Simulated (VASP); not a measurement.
# Ti (P6_3/mmc) in VASP: a series of runs, part 2 of 2

VASP 6.6.1. Earlier steps stand in the parts before.

## Step 3: Relaxation of shape and atoms at fixed volume, LDA (a relaxed cell with its volume scaled by 0.94)

File INCAR:

```
SYSTEM = Ti
PREC = Accurate
ENCUT = 600
EDIFF = 1E-7
ISMEAR = 1
SIGMA = 0.1
LREAL = .FALSE.
LASPH = .TRUE.
NELM = 80
ALGO = Normal
ISIF = 4
LWAVE = .FALSE.
LCHARG = .FALSE.
GGA = CA
IBRION = 2
NSW = 40
EDIFFG = -0.01
```

File KPOINTS:

```
Automatic mesh
0
G
  15 15 8
  0 0 0
```

File POSCAR:

```
Ti                                      
1.0
    2.8062221678      0.0000000000      0.0000000000
   -1.4031110839      2.4302596860      0.0000000000
    0.0000000000      0.0000000000      4.4302166506
  Ti            
     2
Direct
     0.3333333332999970    0.6666666667000030    0.2500000000000000
     0.6666666667000030    0.3333333332999970    0.7500000000000000
```

Potentials or basis: VASP PAW LDA potentials, release 64 (Ti_sv).

Command:

```
> cat potpaw_LDA.64/Ti_sv/POTCAR > POTCAR
> mpirun -np 1 vasp_std > vasp.out
```

OUTCAR:

```text
SYSTEM = Ti
   PREC = Accurate
   ENCUT = 600
   EDIFF = 1E-7
   ISMEAR = 1
   LREAL = .FALSE.
   LASPH = .TRUE.
   NELM = 80
   ISIF = 4
   GGA = CA
   IBRION = 2
   NSW = 40
   EDIFFG = -0.01

 ion  position               nearest neighbor table
   1  0.333  0.667  0.250-   2 2.74   2 2.74   2 2.74   2 2.74   2 2.74   2 2.74
   2  0.667  0.333  0.750-   1 2.74   1 2.74   1 2.74   1 2.74   1 2.74   1 2.74

  LATTYP: Found a hexagonal cell.
 ALAT       =     2.8062221678
 C/A-ratio  =     1.5787120141

  Lattice vectors:

 A1 = (   2.8062221678,   0.0000000000,   0.0000000000)
 A2 = (  -1.4031110839,   2.4302596860,   0.0000000000)
 A3 = (   0.0000000000,   0.0000000000,   4.4302166506)

Analysis of symmetry for initial positions (statically):
=====================================================================
 Subroutine PRICEL returns:
 Original cell was already a primitive cell.

 Routine SETGRP: Setting up the symmetry group for a
 hexagonal supercell.

 Subroutine GETGRP returns: Found 24 space group operations
 (whereof 12 operations were pure point group operations)
 out of a pool of 24 trial point group operations.

The static configuration has the point symmetry D_3d.
 The point group associated with its full space group is D_6h.

Analysis of symmetry for dynamics (positions and initial velocities):
=====================================================================
 Subroutine PRICEL returns:
 Original cell was already a primitive cell.

 Routine SETGRP: Setting up the symmetry group for a
 hexagonal supercell.

 Subroutine GETGRP returns: Found 24 space group operations
 (whereof 12 operations were pure point group operations)
 out of a pool of 24 trial point group operations.

The dynamic configuration has the point symmetry D_3d.
 The point group associated with its full space group is D_6h.
[... 128 lines left out ...]
   LEPSILON=     F    determine dielectric tensor
   LRPA    =     F    only Hartree local field effects (RPA)
 conjugate gradient relaxation of ions
 non-spin polarized calculation
 Methfessel and Paxton  Order N= 1 SIGMA  =   0.10
  energy-cutoff  :      600.00
  volume of cell :       30.21
 maximum number of plane-waves:      1031
 NGX is ok and might be reduce to    24
   NGX = 11   NGY = 11   NGZ = 17

--------------------------------------- Ionic step        1  -------------------------------------------

 number of electron      23.9999995 magnetization

 Free energy of the ion-electron system (eV)
  ---------------------------------------------------
  ext. energy  EPLUGINS =         0.00000000
  ---------------------------------------------------
  free energy    TOTEN  =       -17.04751095 eV

  energy without entropy =      -17.04853967  energy(sigma->0) =      -17.04785386

------------------------ aborting loop because EDIFF is reached ----------------------------------------

  FORCE on cell =-STRESS in cart. coord.  units (eV):
  Direction    XX          YY          ZZ          XY          YZ          ZX
  --------------------------------------------------------------------------------------
  -------------------------------------------------------------------------------------
  Total        1.6038837      1.6038837      1.7350265      0.0000000     -0.0000000      0.0000000
  in kB       85.0518485     85.0518485     92.0061791      0.0000000     -0.0000000      0.0000000
  external PRESSURE =      87.3699587 kB  Pullay stress =       0.0000000 kB
[... 59 lines left out ...]
--------------------------------------- Ionic step        3  -------------------------------------------

 number of electron      23.9999994 magnetization

 Free energy of the ion-electron system (eV)
  ---------------------------------------------------
  ext. energy  EPLUGINS =         0.00000000
  ---------------------------------------------------
  free energy    TOTEN  =       -17.04773758 eV

  energy without entropy =      -17.04885432  energy(sigma->0) =      -17.04810983

 E-fermi :   9.6857     XC(G=0): -12.4687

 val. band max:        9.6601306462   @ k =   0.4000   0.2000   0.2500
 cond. band min:       9.6995322943   @ k =   0.3333   0.2667   0.2500
 fundamental gap:      0.0394016481
 Fermi energy:         9.6856789477

 k-point     1 :       0.0000    0.0000    0.0000
  band No.  band energies     occupation
      1     -46.3150      2.00000
      2     -46.0654      2.00000
      3     -23.4818      2.00000
      4     -22.4716      2.00000
      5     -22.4716      2.00000
      6     -22.3512      2.00000
[... 433 lines left out ...]
      3     -23.1652      2.00000
      4     -22.9704      2.00000
      5     -22.9114      2.00000
      6     -22.8402      2.00000
[... 8 lines left out ...]
     15      11.1894     -0.00000
     16      13.2293      0.00000

 [... further k-points ...]

------------------------ aborting loop because EDIFF is reached ----------------------------------------

  FORCE on cell =-STRESS in cart. coord.  units (eV):
  Direction    XX          YY          ZZ          XY          YZ          ZX
  --------------------------------------------------------------------------------------
  -------------------------------------------------------------------------------------
  Total        1.6371499      1.6371499      1.6441149      0.0000000     -0.0000000      0.0000000
  in kB       86.8159101     86.8159101     87.1852574      0.0000000     -0.0000000      0.0000000
  external PRESSURE =      86.9390259 kB  Pullay stress =       0.0000000 kB
[... 17 lines left out ...]
  FREE ENERGIE OF THE ION-ELECTRON SYSTEM (eV)
  ---------------------------------------------------
  free  energy   TOTEN  =       -17.0477375844 eV

  energy  without entropy=      -17.0488543197  energy(sigma->0) =      -17.04810983

 reached required accuracy - stopping structural energy minimisation
```

It took 48 s on 1 thread of Intel Xeon 6975P-C (Granite Rapids), shared host; peak memory 0.19 GiB.

Results:

- Free energy: -17.0477 eV
- Energy gained by relaxing: 0.1 meV/atom
- Ionic steps: 3
- Pressure after relaxing: 8.7 GPa
- Band gap on the k mesh: none (metal or under the smearing width)

Step by step:
```
step  energy change (eV)  largest force (eV/Å)  pressure (GPa)
   1              0.0000                0.0000            8.74
   2             -0.0002                0.0000            8.71
   3             -0.0002                0.0000            8.69
```

Final structure:
```
Ti
1.0
     2.80166    0.00000    0.00000
    -1.40083    2.42631    0.00000
     0.00000    0.00000    4.44466
Ti
2
Direct
  0.33333 0.66667 0.25000
  0.66667 0.33333 0.75000
```

Levels at points of the mesh, in eV from the Fermi level:
```
           k point  band 8  band 9  band 10  band 11  band 12  band 13  band 14  band 15  band 16
(0.00, 0.00, 0.00)  -32.00   -6.44    -3.08     0.78     0.78     0.92     1.30     1.38     1.38
(0.00, 0.00, 0.50)  -32.08   -4.40    -4.40     0.04     0.04     0.67     0.67     0.67     0.67
```

## Step 4: Relaxation of shape and atoms at fixed volume, LDA (a relaxed cell with its volume scaled by 0.96)

INCAR is that of step 3.

KPOINTS is that of step 3.

File POSCAR:

```
Ti                                      
1.0
    2.8259849469      0.0000000000      0.0000000000
   -1.4129924735      2.4473747548      0.0000000000
    0.0000000000      0.0000000000      4.4614163873
  Ti            
     2
Direct
     0.3333333332999970    0.6666666667000030    0.2500000000000000
     0.6666666667000030    0.3333333332999970    0.7500000000000000
```

Command:

```
> cat potpaw_LDA.64/Ti_sv/POTCAR > POTCAR
> mpirun -np 1 vasp_std > vasp.out
```

It took 47 s on 1 thread of Intel Xeon 6975P-C (Granite Rapids), shared host; peak memory 0.19 GiB.

Results (log left out):

```
Free energy               : -17.0765 eV
Energy gained by relaxing : 0.0 meV/atom
Ionic steps               : 3
Pressure after relaxing   : 5.6 GPa
Band gap on the k mesh    : none (metal or under the smearing width)
```

Final structure:
```
Ti
1.0
     2.82319    0.00000    0.00000
    -1.41159    2.44495    0.00000
     0.00000    0.00000    4.47026
Ti
2
Direct
  0.33333 0.66667 0.25000
  0.66667 0.33333 0.75000
```

Levels at points of the mesh, in eV from the Fermi level:
| k point | band 8 | band 9 | band 10 | band 11 | band 12 | band 13 | band 14 | band 15 | band 16 |
| --- | --- | --- | --- | --- | --- | --- | --- | --- | --- |
| (0.00, 0.00, 0.00) | -32.06 | -6.40 | -3.02 | 0.77 | 0.77 | 0.92 | 1.24 | 1.36 | 1.36 |
| (0.00, 0.00, 0.50) | -32.14 | -4.39 | -4.39 | 0.06 | 0.06 | 0.66 | 0.66 | 0.66 | 0.66 |

## Step 5: Relaxation of shape and atoms at fixed volume, LDA (a relaxed cell with its volume scaled by 0.98)

INCAR is that of step 4.

KPOINTS is that of step 4.

File POSCAR:

```
Ti                                      
1.0
    2.8454751142      0.0000000000      0.0000000000
   -1.4227375571      2.4642537347      0.0000000000
    0.0000000000      0.0000000000      4.4921857485
  Ti            
     2
Direct
     0.3333333332999970    0.6666666667000030    0.2500000000000000
     0.6666666667000030    0.3333333332999970    0.7500000000000000
```

Potentials or basis: VASP PAW LDA potentials, release 64 (Ti_sv).

Command:

```
> cat potpaw_LDA.64/Ti_sv/POTCAR > POTCAR
> mpirun -np 1 vasp_std > vasp.out
```

OUTCAR:

```text
SYSTEM = Ti
   PREC = Accurate
   ENCUT = 600
   EDIFF = 1E-7
   ISMEAR = 1
   LREAL = .FALSE.
   LASPH = .TRUE.
   NELM = 80
   ISIF = 4
   GGA = CA
   IBRION = 2
   NSW = 40
   EDIFFG = -0.01

 ion  position               nearest neighbor table
   1  0.333  0.667  0.250-   2 2.78   2 2.78   2 2.78   2 2.78   2 2.78   2 2.78
   2  0.667  0.333  0.750-   1 2.78   1 2.78   1 2.78   1 2.78   1 2.78   1 2.78

  LATTYP: Found a hexagonal cell.
 ALAT       =     2.8454751142
 C/A-ratio  =     1.5787120141

  Lattice vectors:

 A1 = (   2.8454751142,   0.0000000000,   0.0000000000)
 A2 = (  -1.4227375571,   2.4642537347,   0.0000000000)
 A3 = (   0.0000000000,   0.0000000000,   4.4921857485)

Analysis of symmetry for initial positions (statically):
=====================================================================
 Subroutine PRICEL returns:
 Original cell was already a primitive cell.

 Routine SETGRP: Setting up the symmetry group for a
 hexagonal supercell.

 Subroutine GETGRP returns: Found 24 space group operations
 (whereof 12 operations were pure point group operations)
 out of a pool of 24 trial point group operations.

The static configuration has the point symmetry D_3d.
 The point group associated with its full space group is D_6h.

Analysis of symmetry for dynamics (positions and initial velocities):
=====================================================================
 Subroutine PRICEL returns:
 Original cell was already a primitive cell.

 Routine SETGRP: Setting up the symmetry group for a
 hexagonal supercell.

[... 176 lines left out ...]

 POSITION                                       TOTAL-FORCE (eV/Angst)
 -----------------------------------------------------------------------------------
     -0.00000      1.64284      1.12305        -0.000000      0.000000      0.000000
      1.42274      0.82142      3.36914         0.000000     -0.000000      0.000000
 -----------------------------------------------------------------------------------
    total drift:                               -0.000000      0.000000     -0.000000

  FREE ENERGIE OF THE ION-ELECTRON SYSTEM (eV)
  ---------------------------------------------------
  free  energy   TOTEN  =       -17.0931700575 eV

  energy  without entropy=      -17.0941972406  energy(sigma->0) =      -17.09351245

--------------------------------------- Ionic step        2  -------------------------------------------

 number of electron      24.0000004 magnetization

 Free energy of the ion-electron system (eV)
  ---------------------------------------------------
  ext. energy  EPLUGINS =         0.00000000
  ---------------------------------------------------
  free energy    TOTEN  =       -17.09318324 eV

  energy without entropy =      -17.09419751  energy(sigma->0) =      -17.09352133

 E-fermi :   9.1947     XC(G=0): -12.2609

 val. band max:        9.1935918026   @ k =   0.3333   0.2000   0.5000
 cond. band min:       9.1977313019   @ k =   0.4000   0.2000   0.5000
 fundamental gap:      0.0041394993
 Fermi energy:         9.1946597405

 k-point     1 :       0.0000    0.0000    0.0000
  band No.  band energies     occupation
      1     -46.8541      2.00000
      2     -46.6387      2.00000
      3     -23.9665      2.00000
      4     -23.0697      2.00000
      5     -23.0697      2.00000
      6     -22.9646      2.00000
[... 433 lines left out ...]
      3     -23.6700      2.00000
      4     -23.4972      2.00000
      5     -23.4644      2.00000
      6     -23.3890      2.00000
[... 8 lines left out ...]
     15      10.6495     -0.00000
     16      12.5809      0.00000

 [... further k-points ...]

------------------------ aborting loop because EDIFF is reached ----------------------------------------

  FORCE on cell =-STRESS in cart. coord.  units (eV):
  Direction    XX          YY          ZZ          XY          YZ          ZX
  --------------------------------------------------------------------------------------
  -------------------------------------------------------------------------------------
  Total        0.5208115      0.5208115      0.5347387      0.0000000      0.0000000      0.0000000
  in kB       26.4906897     26.4906897     27.1990841      0.0000000      0.0000000      0.0000000
  external PRESSURE =      26.7268211 kB  Pullay stress =       0.0000000 kB

 VOLUME and BASIS-vectors are now :
 -----------------------------------------------------------------------------
  energy-cutoff  :      600.00
  volume of cell :       31.50
      direct lattice vectors                 reciprocal lattice vectors
     2.844696095  0.000000000  0.000000000     0.351531400  0.202956748  0.000000000
    -1.422348047  2.463579084  0.000000000     0.000000000  0.405913497  0.000000000
     0.000000000 -0.000000000  4.494646453     0.000000000 -0.000000000  0.222486910

 POSITION                                       TOTAL-FORCE (eV/Angst)
 -----------------------------------------------------------------------------------
     -0.00000      1.64239      1.12366         0.000000      0.000000      0.000000
      1.42235      0.82119      3.37098        -0.000000     -0.000000     -0.000000
 -----------------------------------------------------------------------------------
    total drift:                               -0.000000      0.000000     -0.000000

  FREE ENERGIE OF THE ION-ELECTRON SYSTEM (eV)
  ---------------------------------------------------
  free  energy   TOTEN  =       -17.0931832361 eV

  energy  without entropy=      -17.0941975134  energy(sigma->0) =      -17.09352133

 reached required accuracy - stopping structural energy minimisation
```

Run time: 36 s. Hardware: 1 thread of Intel Xeon 6975P-C (Granite Rapids), shared host; peak memory 0.19 GiB.

Results:

```
Free energy               : -17.0932 eV
Energy gained by relaxing : 0.0 meV/atom
Ionic steps               : 2
Pressure after relaxing   : 2.7 GPa
Band gap on the k mesh    : none (metal or under the smearing width)
```

Final structure:
```
CELL_PARAMETERS angstrom
2.84470 0.00000 0.00000
-1.42235 2.46358 0.00000
0.00000 0.00000 4.49465
ATOMIC_POSITIONS crystal
Ti 0.33333 0.66667 0.25000
Ti 0.66667 0.33333 0.75000
```

## Step 6: Overview

```csv
task,cell,gap on the mesh (eV),pressure (GPa)
relaxation of cell and atoms,relaxed,none,0.0
relaxation of shape and atoms at fixed volume,atoms relaxed at fixed volume from: a relaxed cell with its volume scaled by 0.94,none,8.7
relaxation of shape and atoms at fixed volume,atoms relaxed at fixed volume from: a relaxed cell with its volume scaled by 0.96,none,5.6
relaxation of shape and atoms at fixed volume,atoms relaxed at fixed volume from: a relaxed cell with its volume scaled by 0.98,none,2.7
```

Alike in all rows: level LDA; potentials or basis VASP PAW LDA potentials, release 64 (Ti_sv); no spin polarisation; k mesh 15 × 15 × 8; cutoff (eV) 600; smearing methfessel-paxton 0.1 eV.

Caveats: the relaxation stopped at its first step, so nothing moved (some runs).

Total energies depend on the potentials used, so only differences within one code and one set of settings carry meaning.
